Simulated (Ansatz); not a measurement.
**Response of BN to small distortions**

```yaml
crystal:
  lattice:
    - [0.00000, 1.80750, 1.80750]
    - [1.80750, 0.00000, 1.80750]
    - [1.80750, 1.80750, 0.00000]
  atoms:
    - { symbol: B, position: [0.00000, 0.00000, 0.00000] }
    - { symbol: N, position: [0.75000, 0.75000, 0.75000] }
```

Atom numbers follow the list: B1, N2.

The cell is COD entry 9008834, as deposited and not checked against the literature; nothing was relaxed.

All numbers below come from DFT, PBE, PAW with Ansatz's default frozen-core files, scalar-relativistic in Ansatz 0.2.0.

Settings: a Γ-centred 13×13×13 k mesh, Fermi–Dirac smearing of 0.03 eV, cutoff 420 eV, no spin polarisation.

The unchanged cell is at 3.03 GPa, so energy changes include a term −P ΔV where the volume moves.

Semilocal functionals give too small gaps.

x, y and z are the Cartesian axes of the cell as listed; fractional coordinates follow a strain, and an engineering shear is twice the off-diagonal strain component.

Vzz stands for the principal value of largest size of the field-gradient tensor, whatever its axis.

With this change (x and y strained by +2 %, z held), what becomes of the energy and stress and field gradients and gap?

Energy change +9.2 meV/atom; stress change (xx, yy, zz, yz, xz, xy) -17.89, -17.89, -6.48, 0.00, 0.00, 0.00 GPa, compression positive; Vzz in 10²¹ V/m²: B1 0 → 0.05 (η = 0.00), N2 0 → -0.32 (η = 0.00); gap on the k mesh 4.55 → 4.17 eV.

With this change (z strained by -3 % at fixed volume), what becomes of the energy and stress and field gradients and gap?

Energy change +15.1 meV/atom; stress change (xx, yy, zz, yz, xz, xy) -8.80, -8.80, 17.49, 0.00, 0.00, 0.00 GPa, compression positive; Vzz in 10²¹ V/m²: B1 0 → 0.12 (η = 0.00), N2 0 → -0.72 (η = 0.00); gap on the k mesh 4.55 → 3.77 eV.

With atom 2 (N) moved by (0.0300, 0.0000, 0.0000) Å: energy change +5.4 meV/atom; stress change (xx, yy, zz, yz, xz, xy) 0.19, 0.31, 0.31, 0.70, 0.00, 0.00 GPa, compression positive; change of the force on N2 (-0.722, 0.000, 0.000) eV/Å; Vzz in 10²¹ V/m²: B1 0 → -0.20 (η = 0.93), N2 0 → 0.14 (η = 0.98); gap on the k mesh 4.55 → 4.27 eV.

With this change (equal xy, yz and zx engineering shear strains of -3 %), what becomes of the energy and stress and forces and field gradients and gap?

Energy change +23.3 meV/atom; stress change (xx, yy, zz, yz, xz, xy) 1.30, 1.30, 1.30, 14.02, 14.02, 14.02 GPa, compression positive; change of the force on B1 (0.115, 0.115, 0.115) eV/Å; Vzz in 10²¹ V/m²: B1 0 → -0.34 (η = 0.00), N2 0 → -0.95 (η = 0.00); gap on the k mesh 4.55 → 4.42 eV.

With this change (equal xy, yz and zx engineering shear strains of -1 %), what becomes of the energy and stress and forces and field gradients and gap?

Energy change +2.5 meV/atom; stress change (xx, yy, zz, yz, xz, xy) 0.14, 0.14, 0.14, 4.57, 4.57, 4.57 GPa, compression positive; change of the force on N2 (-0.024, -0.024, -0.024) eV/Å; Vzz in 10²¹ V/m²: B1 0 → -0.11 (η = 0.00), N2 0 → -0.32 (η = 0.00); gap on the k mesh 4.55 → 4.50 eV.

With this change (equal xy, yz and zx engineering shear strains of +2 %), what becomes of the energy and stress and field gradients and gap?

Energy change +9.8 meV/atom; stress change (xx, yy, zz, yz, xz, xy) 0.54, 0.54, 0.54, -8.87, -8.87, -8.87 GPa, compression positive; Vzz in 10²¹ V/m²: B1 0 → 0.22 (η = 0.00), N2 0 → 0.63 (η = 0.00); gap on the k mesh 4.55 → 4.48 eV.

With this change (equal xy, yz and zx engineering shear strains of -2 %), what becomes of the energy and stress and forces and field gradients and gap?

Energy change +10.2 meV/atom; stress change (xx, yy, zz, yz, xz, xy) 0.57, 0.57, 0.57, 9.24, 9.24, 9.24 GPa, compression positive; change of the force on N2 (-0.062, -0.062, -0.062) eV/Å; Vzz in 10²¹ V/m²: B1 0 → -0.23 (η = 0.00), N2 0 → -0.64 (η = 0.00); gap on the k mesh 4.55 → 4.46 eV.

With this change (equal xy, yz and zx engineering shear strains of +1 %), what becomes of the energy and stress and forces and field gradients and gap?

Energy change +2.5 meV/atom; stress change (xx, yy, zz, yz, xz, xy) 0.14, 0.14, 0.14, -4.47, -4.47, -4.47 GPa, compression positive; change of the force on N2 (0.011, 0.011, 0.011) eV/Å; Vzz in 10²¹ V/m²: B1 0 → 0.11 (η = 0.00), N2 0 → 0.32 (η = 0.00); gap on the k mesh 4.55 → 4.52 eV.

With this change (equal xy, yz and zx engineering shear strains of +3 %), what becomes of the energy and stress and field gradients and gap?

Energy change +21.9 meV/atom; stress change (xx, yy, zz, yz, xz, xy) 1.21, 1.21, 1.21, -13.19, -13.19, -13.19 GPa, compression positive; Vzz in 10²¹ V/m²: B1 0 → 0.33 (η = 0.00), N2 0 → 0.94 (η = 0.00); gap on the k mesh 4.55 → 4.42 eV.

What force constant does this one finite step give for N2 along its displacement (all its periodic images move with it)?

k = −ΔF·u/|u|² = 24.07 eV/Å², so the force pulls the atom back.
